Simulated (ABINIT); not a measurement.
# HgTe (Coloradoite) (F-43m) in ABINIT: reference runs

Aim: a first look at HgTe (Coloradoite) with PBE, on the cell as given and on a disturbed one.

All numbers are computed with ABINIT 10.8.3 (patched build); they aren't measurements. Logs are shortened: lines on timing, memory, paths and dates and some standing lists are left out, and cuts for length are marked. The log counts tension as positive stress, the text compression.

**1. Starting point**

Symmetry: F-43m, No. 216, cubic system. The conventional cell has a = 6.429 Å, b = 6.429 Å, c = 6.429 Å, α = 90.00°, β = 90.00°, γ = 90.00°. Around Hg (site symmetry -43m) lie 4 Te at 2.78 Å. Te (site symmetry -43m) has 4 Hg at 2.78 Å as nearest neighbours.

**2. Single point, PBE**

Contents of run.abi:

```
# Pseudopotentials
pp_dirpath "./"
pseudos "Hg.GGA_PBE-JTH.xml, Te.GGA_PBE-JTH.xml"

# Structure
acell 3*1.0
rprim
     0.0000000000     6.0745246276     6.0745246276
     6.0745246276     0.0000000000     6.0745246276
     6.0745246276     6.0745246276     0.0000000000
ntypat 2
znucl 80 52
natom 2
typat 1 2
xcart
     0.0000000000     0.0000000000     0.0000000000
     4.8217500000     4.8217500000     4.8217500000 Angstrom

# Plane-wave basis
ecut 19.0
pawecutdg 38.0

# k points
kptopt 1
ngkpt 7 7 7
nshiftk 1
shiftk 0.0 0.0 0.0

# Exchange and correlation
ixc 11

# Bands and occupations
nband 13
occopt 3
tsmear 0.05 eV

# SCF cycle
nstep 100
tolvrs 1.0e-9

# Output
iomode 3
prtwf 0
prtden 0
prteig 0
prtebands 0
```

Potentials or basis: JTH PAW PBE v2.0.

On the command line:

```bash
$ abinit run.abi > log 2>&1
```

run.abo:

```text
.Version 10.8.3 of ABINIT
 Symmetries : space group F-4 3 m (#216); Bravais cF (face-center cubic)
================================================================================
 Values of the parameters that define the memory need of the present run
     intxc =       0    ionmov =       0      iscf =      17    lmnmax =      18
     lnmax =       6     mgfft =      36  mpssoang =       3    mqgrid =    3001
     natom =       2  nloc_mem =       2    nspden =       1   nspinor =       1
    nsppol =       1      nsym =      24    n1xccc =       1    ntypat =       2
    occopt =       3   xclevel =       2
       mpw =        1796          nfft =       46656          nkpt =          20
 PAW method is used; the additional fine FFT grid is defined by:
   mgfftf=        48    nfftf =    110592
================================================================================
================================================================================

--------------------------------------------------------------------------------
------------- Echo of variables that govern the present computation ------------
--------------------------------------------------------------------------------
 -outvars: echo values of preprocessed input variables --------
            acell      1.0000000000E+00  1.0000000000E+00  1.0000000000E+00 Bohr
              amu      2.00590000E+02  1.27600000E+02
             ecut      1.90000000E+01 Hartree
              ixc          11
         kptrlatt        7    0    0      0    7    0      0    0    7
          kptrlen      6.01347258E+01
            natom           2
            nband          13
            ngfft          36      36      36
          ngfftdg          48      48      48
             nkpt          20
            nstep         100
             nsym          24
           ntypat           2
           occopt           3
        pawecutdg      3.80000000E+01 Hartree
         pawxcdev           0
           prtden           0
        prtebands           0
           prteig           0
            prtwf           0
            rprim      0.0000000000E+00  6.0745246276E+00  6.0745246276E+00
                       6.0745246276E+00  0.0000000000E+00  6.0745246276E+00
                       6.0745246276E+00  6.0745246276E+00  0.0000000000E+00
          spgroup         216
           tolvrs      1.00000000E-09
           tsmear      1.83746611E-03 Hartree
            typat      1  2
           useylm           1
           xangst      0.0000000000E+00  0.0000000000E+00  0.0000000000E+00
                       4.8217499967E+00  4.8217499967E+00  4.8217499967E+00
            xcart      0.0000000000E+00  0.0000000000E+00  0.0000000000E+00
                       9.1117869414E+00  9.1117869414E+00  9.1117869414E+00
             xred      0.0000000000E+00  0.0000000000E+00  0.0000000000E+00
                       7.5000000000E-01  7.5000000000E-01  7.5000000000E-01
            znucl       80.00000   52.00000

================================================================================

 chkinp: Checking input parameters for consistency.

================================================================================
== DATASET  1 ==================================================================

--- !DatasetInfo
iteration_state: {dtset: 1, }
dimensions: {natom: 2, nkpt: 20, mband: 13, nsppol: 1, nspinor: 1, nspden: 1, mpw: 1796, }
cutoff_energies: {ecut:  19.0, pawecutdg:  38.0, }
electrons: {nelect:   1.80000000E+01, charge:   0.00000000E+00, occopt:   3.00000000E+00, tsmear:   1.83746611E-03, }
meta: {optdriver: 0, ionmov: 0, optcell: 0, iscf: 17, paral_kgb: 0, }
...

 Exchange-correlation functional for the present dataset will be:
  GGA: Perdew-Burke-Ernzerhof functional - ixc=11
  J.P.Perdew, K.Burke, M.Ernzerhof, PRL 77, 3865 (1996)

 Real(R)+Recip(G) space primitive vectors, cartesian coordinates (Bohr,Bohr^-1):
 R(1)=  0.0000000  6.0745246  6.0745246  G(1)= -0.0823110  0.0823110  0.0823110
 R(2)=  6.0745246  0.0000000  6.0745246  G(2)=  0.0823110 -0.0823110  0.0823110
 R(3)=  6.0745246  6.0745246  0.0000000  G(3)=  0.0823110  0.0823110 -0.0823110
 Unit cell volume ucvol=  4.4829809E+02 bohr^3
 Angles (23,13,12)=  6.00000000E+01  6.00000000E+01  6.00000000E+01 degrees

 Coarse grid specifications (used for wave-functions):

 getcut: wavevector=  0.0000  0.0000  0.0000  ngfft=  36  36  36
         ecut(hartree)=     19.000   => boxcut(ratio)=   2.13567

 Fine grid specifications (used for densities):

 getcut: wavevector=  0.0000  0.0000  0.0000  ngfft=  48  48  48
         ecut(hartree)=     38.000   => boxcut(ratio)=   2.01352

--- Pseudopotential description ------------------------------------------------
- pspini: atom type   1  psp file is ./Hg.GGA_PBE-JTH.xml
 Pseudopotential format is: paw10
 basis_size (lnmax)=  6 (lmn_size= 18), orbitals=   0   0   1   1   2   2
 Spheres core radius: rc_sph= 2.40020299
 Shapefunction is SIN type: shapef(r)=[sin(pi*r/rshp)/(pi*r/rshp)]**2
 Radius for shape functions =  2.25617906
 Compensation charge density is not taken into account in XC energy/potential

- pspini: atom type   2  psp file is ./Te.GGA_PBE-JTH.xml
 Pseudopotential format is: paw10
 basis_size (lnmax)=  4 (lmn_size=  8), orbitals=   0   0   1   1
 Spheres core radius: rc_sph= 2.31107438
 Shapefunction is SIN type: shapef(r)=[sin(pi*r/rshp)/(pi*r/rshp)]**2
 Radius for shape functions =  2.10488624
 Compensation charge density is not taken into account in XC energy/potential

   2.75286751E+03                                ecore*ucvol(ha*bohr**3)
--------------------------------------------------------------------------------

[... 7 lines left out ...]

     iter   Etot(hartree)      deltaE(h)  residm     nres2
 ETOT  1  -50.441795120145    -5.044E+01 1.145E-01 7.940E+00
 ETOT  2  -50.596535578542    -1.547E-01 1.061E-02 8.539E+00
 ETOT  3  -50.555592675896     4.094E-02 1.200E-03 3.186E+00
 ETOT  4  -50.547711971615     7.881E-03 6.759E-04 2.688E-02
 ETOT  5  -50.550725213712    -3.013E-03 3.625E-04 3.325E-01
 ETOT  6  -50.549557527132     1.168E-03 1.970E-04 7.923E-02
 ETOT  7  -50.549464740123     9.279E-05 1.045E-04 1.142E-03
 ETOT  8  -50.549554527968    -8.979E-05 8.995E-05 6.912E-03
 ETOT  9  -50.549536499095     1.803E-05 4.818E-05 1.234E-03
 ETOT 10  -50.549535454197     1.045E-06 6.555E-05 2.234E-04
 ETOT 11  -50.549537881441    -2.427E-06 4.286E-05 4.739E-04
 ETOT 12  -50.549537095938     7.855E-07 5.274E-05 1.454E-04
 ETOT 13  -50.549536825493     2.704E-07 3.353E-05 8.902E-06
 ETOT 14  -50.549536936405    -1.109E-07 4.058E-05 2.126E-06
 ETOT 15  -50.549536946442    -1.004E-08 2.580E-05 1.811E-06
 ETOT 16  -50.549536945046     1.397E-09 3.064E-05 1.789E-06
 ETOT 17  -50.549536940678     4.368E-09 1.946E-05 4.922E-08
 ETOT 18  -50.549536941352    -6.741E-10 2.277E-05 2.600E-08
 ETOT 19  -50.549536941394    -4.233E-11 1.445E-05 3.148E-08
 ETOT 20  -50.549536941334     6.032E-11 1.676E-05 2.747E-10

 At SCF step   20       nres2   =  2.75E-10 < tolvrs=  1.00E-09 =>converged.

 Cartesian components of stress tensor (hartree/bohr^3)
  sigma(1 1)= -1.62647661E-04  sigma(3 2)=  0.00000000E+00
  sigma(2 2)= -1.62647661E-04  sigma(3 1)=  0.00000000E+00
  sigma(3 3)= -1.62647661E-04  sigma(2 1)=  0.00000000E+00

--- !ResultsGS
iteration_state: {dtset: 1, }
comment   : Summary of ground state results
lattice_vectors:
- [  0.0000000,   6.0745246,   6.0745246, ]
- [  6.0745246,   0.0000000,   6.0745246, ]
- [  6.0745246,   6.0745246,   0.0000000, ]
lattice_lengths: [   8.59068,    8.59068,    8.59068, ]
lattice_angles: [ 60.000,  60.000,  60.000, ] # degrees, (23, 13, 12)
lattice_volume:   4.4829809E+02
convergence: {deltae:  6.032E-11, res2:  2.747E-10, residm:  1.676E-05, diffor: null, }
etotal    :  -5.05495369E+01
entropy   :   0.00000000E+00
fermie    :  -9.77981419E-02
cartesian_stress_tensor: # hartree/bohr^3
- [ -1.62647661E-04,   0.00000000E+00,   0.00000000E+00, ]
- [  0.00000000E+00,  -1.62647661E-04,   0.00000000E+00, ]
- [  0.00000000E+00,   0.00000000E+00,  -1.62647661E-04, ]
pressure_GPa:   4.7853E+00
xred      :
- [  0.0000E+00,   0.0000E+00,   0.0000E+00, Hg]
- [  7.5000E-01,   7.5000E-01,   7.5000E-01, Te]
cartesian_forces: # hartree/bohr
- [  6.92606981E-31,  -4.62684642E-48,  -6.92606981E-31, ]
- [ -6.92606981E-31,   4.62684642E-48,   6.92606981E-31, ]
force_length_stats: {min:   9.79494185E-31, max:   9.79494185E-31, mean:   9.79494185E-31, }
...

 Integrated electronic density in atomic spheres:
 ------------------------------------------------
 Atom  Sphere_radius  Integrated_density
    1        2.40020          9.98008561
    2        2.31107          3.12853630

================================================================================

 ----iterations are completed or convergence reached----

 Mean square residual over all n,k,spin=   64.600E-09; max=  16.760E-06
 reduced coordinates (array xred) for    2 atoms
       0.000000000000      0.000000000000      0.000000000000
       0.750000000000      0.750000000000      0.750000000000
 rms dE/dt=  4.8581E-30; max dE/dt=  8.4145E-30; dE/dt below (all hartree)
    1       0.000000000000      0.000000000000      0.000000000000
    2      -0.000000000000      0.000000000000      0.000000000000

 cartesian coordinates (angstrom) at end:
    1      0.00000000000000     0.00000000000000     0.00000000000000
    2      4.82174999672130     4.82174999672130     4.82174999672130

 cartesian forces (hartree/bohr) at end:
    1      0.00000000000000    -0.00000000000000    -0.00000000000000
    2     -0.00000000000000     0.00000000000000     0.00000000000000
 frms,max,avg= 5.6551123E-31 6.9260698E-31   0.000E+00  0.000E+00  0.000E+00 h/b

 cartesian forces (eV/Angstrom) at end:
    1      0.00000000000000    -0.00000000000000    -0.00000000000000
    2     -0.00000000000000     0.00000000000000     0.00000000000000
 frms,max,avg= 2.9079757E-29 3.5615283E-29   0.000E+00  0.000E+00  0.000E+00 e/A
 length scales=  1.000000000000  1.000000000000  1.000000000000 bohr
              =  0.529177210544  0.529177210544  0.529177210544 angstroms
 Fermi (or HOMO) energy (hartree) =  -0.09780   Average Vxc (hartree)=  -0.31774
 Eigenvalues (hartree) for nkpt=  20  k points:
 kpt#   1, nband= 13, wtk=  0.00292, kpt=  0.0000  0.0000  0.0000 (reduced coord)
  -0.54422   -0.37239   -0.37239   -0.37239   -0.35226   -0.35226   -0.12370   -0.09929
  -0.09929   -0.09929    0.05687    0.05687    0.05687
      occupation numbers for kpt#   1
   2.00000    2.00000    2.00000    2.00000    2.00000    2.00000    2.00000    1.38503
   1.38503    1.38503    0.00000    0.00000    0.00000
 prteigrs : prtvol=0 or 1, do not print more k-points.

--- !EnergyTerms
iteration_state     : {dtset: 1, }
comment             : Components of total free energy in Hartree
kinetic             :  1.28800523300646E+01
hartree             :  1.28436791938835E+01
xc                  : -7.31597167602177E+00
Ewald energy        : -3.87171840883706E+01
psp_core            :  6.14070766569693E+00
local_psp           : -3.52268685493599E+01
PAW spherical_terms : -1.15394565638531E+00
internal            : -5.05495307804926E+01
'-kT*entropy'       : -2.53101257871943E-05
total_energy        : -5.05495560906184E+01
total_energy_eV     : -1.37552349534470E+03
...

--- !EnergyTermsDC
iteration_state     : {dtset: 1, }
comment             : '"Double-counting" decomposition of free energy'
band_energy         : -5.81993463035362E+00
Ewald energy        : -3.87171840883706E+01
psp_core            :  6.14070766569693E+00
xc_dc               : -1.31969038806735E+01
PAW spherical_terms :  1.04380330249246E+00
internal            : -5.05495116312083E+01
'-kT*entropy'       : -2.53101257871943E-05
total_energy_dc     : -5.05495369413341E+01
total_energy_dc_eV  : -1.37552297426613E+03
...

--- !EnergyTermsWithPAWCore
iteration_state     : {dtset: 1, }
comment             : 'Components of total free energy, including PAW core contributions'
Total energy        : -2.64173233122213E+04
Total energy DC     : -2.64173232930721E+04
Total energy (eV)   : -7.18851988233813E+05
Total energy DC (eV): -7.18851987712734E+05
...

 Cartesian components of stress tensor (hartree/bohr^3)
  sigma(1 1)= -1.62647661E-04  sigma(3 2)=  0.00000000E+00
  sigma(2 2)= -1.62647661E-04  sigma(3 1)=  0.00000000E+00
  sigma(3 3)= -1.62647661E-04  sigma(2 1)=  0.00000000E+00

-Cartesian components of stress tensor (GPa)         [Pressure=  4.7853E+00 GPa]
- sigma(1 1)= -4.78525940E+00  sigma(3 2)=  0.00000000E+00
- sigma(2 2)= -4.78525940E+00  sigma(3 1)=  0.00000000E+00
- sigma(3 3)= -4.78525940E+00  sigma(2 1)=  0.00000000E+00

== END DATASET(S) ==============================================================
================================================================================

 -outvars: echo values of variables after computation  --------
            acell      1.0000000000E+00  1.0000000000E+00  1.0000000000E+00 Bohr
           etotal     -5.0549536941E+01
            fcart      6.9260698065E-31 -4.6268464198E-48 -6.9260698065E-31
                      -6.9260698065E-31  4.6268464198E-48  6.9260698065E-31
            rprim      0.0000000000E+00  6.0745246276E+00  6.0745246276E+00
                       6.0745246276E+00  0.0000000000E+00  6.0745246276E+00
                       6.0745246276E+00  6.0745246276E+00  0.0000000000E+00
           strten     -1.6264766098E-04 -1.6264766098E-04 -1.6264766098E-04
                       0.0000000000E+00  0.0000000000E+00  0.0000000000E+00
           xangst      0.0000000000E+00  0.0000000000E+00  0.0000000000E+00
                       4.8217499967E+00  4.8217499967E+00  4.8217499967E+00
             xred      0.0000000000E+00  0.0000000000E+00  0.0000000000E+00
                       7.5000000000E-01  7.5000000000E-01  7.5000000000E-01
 Calculation completed.
```

It took 25 s on 1 thread of Arm Neoverse V2, shared host; peak memory 0.12 GiB.

Results:

```yaml
Free_energy: -1375.5230 eV
Pressure: 4.8 GPa
Band_gap_on_the_k_mesh: none (metal or under the smearing width)
Valence_electrons_inside_the_program's_atomic_spheres: Hg 9.98; Te 3.13
```

(Part 1 of 2 ends here.)
